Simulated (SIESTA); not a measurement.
Runs of SIESTA 5.4.2 on Ag. It takes space group Fm-3m (No. 225, cubic). Conventional cell: a = 4.085 Å, b = 4.085 Å, c = 4.085 Å, α = 90.00°, β = 90.00°, γ = 90.00°. Around Ag (site symmetry m-3m) lie 12 Ag at 2.89 Å. 

```csv
task,level,potentials or basis,spin,cell,k mesh,force tolerance,optimiser,broadening (eV),window from (eV),window to (eV),energy shift,gap on the mesh (eV),pressure (GPa),relaxed volume (Å³/atom)
electrostatic potential,PBEGcGxHEG,"SPMS 1.0 NC or PseudoDojo by element (PBE files), DZP (energy shift 0.002 Ry)",off,cell strained at random at fixed volume,13 × 11 × 11,-,-,-,-,-,0.002 Ry,none,-6.3,-
band structure,PBE,"PseudoDojo 0.4 standard (PBE files), SZP (energy shift 0.002 Ry)",off,as given,11 × 11 × 11,-,-,-,-,-,0.002 Ry,none,(a),-
relaxation of cell and atoms,vdW-DF-C09,"PseudoDojo 0.4 standard (PBE files), DZP (energy shift 0.002 Ry)",off,relaxed,11 × 11 × 11,0.01 eV/Å,-,-,-,-,0.002 Ry,none,0.0,16.82
relaxation of cell and atoms,VV10,"PseudoDojo 0.4 standard (PBE files), DZP (energy shift 0.002 Ry)",off,relaxed,11 × 11 × 11,0.01 eV/Å,Broyden,-,-,-,0.002 Ry,none,-0.1,(b)
relaxation of cell and atoms,LDA,"PseudoDojo 0.4 standard (LDA files), DZP (energy shift 0.002 Ry)",off,relaxed,11 × 11 × 11,0.01 eV/Å,-,-,-,-,0.002 Ry,none,0.0,16.11
density of states,revPBE,"PseudoDojo 0.4 standard (PBE files, fully relativistic), DZ (energy shift 0.005 Ry)","non-collinear, ferromagnetic start, SOC",cell strained at random at fixed volume,8 × 8 × 8,-,-,0.1 eV,-15 eV,10 eV,0.005 Ry,none,3.7,-
band structure,LDA-PZ,"PseudoDojo 0.4 standard (LDA files), DZP (energy shift 0.002 Ry)",off,as given,11 × 11 × 11,-,-,-,-,-,0.002 Ry,none,-6.8,-
```

Alike in all rows: smearing fermi-dirac 0.05 eV; grid cutoff 800 Ry.

**Question.** Estimate the missing entries.

**Answer.** (a) 6.1; (b) 18.10.

Caveats: the basis of atomic orbitals isn't converged, which shifts pressures, moduli and gaps; semicore shells carry a single zeta, which can move pressures by several GPa and volumes by a few percent (some runs); the potentials were made for another functional, which shifts forces and pressure (some runs); the valence orbitals were made in a potential fitted to the semicore shell under them, which widens gaps by tenths of an eV or more (some runs); short orbitals over semicore shells can move pressures by several GPa (some runs); the non-local part is tabulated coarsely and may be off by about a percent (some runs); the basis has no polarisation orbitals (some runs).

A k mesh can miss the band edges, and rows without SOC leave out spin-orbit coupling on Ag.

A gap of «none» marks a metal or a gap under the smearing width.
